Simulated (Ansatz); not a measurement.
V:

```xyz
1
Lattice="-1.5144 1.5144 1.5144 1.5144 -1.5144 1.5144 1.5144 1.5144 -1.5144" Properties=species:S:1:pos:R:3 pbc="T T T"
V     0.0000    0.0000    0.0000
```

* Program: Ansatz 0.2.0
* Task: relaxation of cell and atoms
* Functional: RPBE
* Dispersion: D4
* Potentials or basis: all-electron LAPW, scalar-relativistic
* Basis error allowed: 0.001 eV/atom
* k mesh: 12 × 12 × 12
* Occupations: fermi-dirac, width 0.05 eV
* Spin: collinear spin, ferromagnetic start
* Starting moments: [2.0] μB

At the start: volume 13.89 Å³/atom.

Problem. How do energy, volume and symmetry change on relaxing?

Solution. Over 5 steps the energy falls by 16.4 meV/atom and the volume is 13.25 Å³/atom (-4.6 %); space group Im-3m (No. 229, to 0.05 Å); moment 0.00 μB per cell.

Step by step:
```csv
step,energy change (eV),largest force (eV/Å),volume (Å³)
1,0.0000,0.0000,13.89
2,-0.0161,0.0000,13.17
3,-0.0164,0.0000,13.25
4,-0.0164,0.0000,13.25
5,-0.0164,0.0000,13.25
```

Final structure:
```
V
1.0
    -1.49067    1.49067    1.49067
     1.49067   -1.49067    1.49067
     1.49067    1.49067   -1.49067
V
1
Direct
  0.00000 0.00000 0.00000
```

Caveat: the starting moments weren't kept.
